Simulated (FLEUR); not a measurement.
Crystal: CdSe.

```
Cd Se
1.0
     0.00000    3.07027    3.07027
     3.07027    0.00000    3.07027
     3.07027    3.07027    0.00000
Cd Se
1 1
Direct
  0.00000 0.00000 0.00000
  0.25000 0.25000 0.25000
```

Measurements of this composition are mostly on another form, of space group No. 186.

Base run:

```yaml
Program: FLEUR MaX-R8.1 (later development tree)
Functional: RPBE
Potentials_or_basis: all-electron
Basis: FLAPW
Kmax: 4.58 1/bohr
k_mesh: 8 × 8 × 8
Occupations: fermi-dirac, width 0.05 eV
Spin: no spin polarisation
```

Its results: band gap on the k mesh 0.95 eV, direct.

Task: The run is repeated on the same cell with these changes: functional from RPBE to LDA (Moruzzi-Janak-Williams). What comes out?

Result: Band gap on the k mesh 0.27 eV, direct.
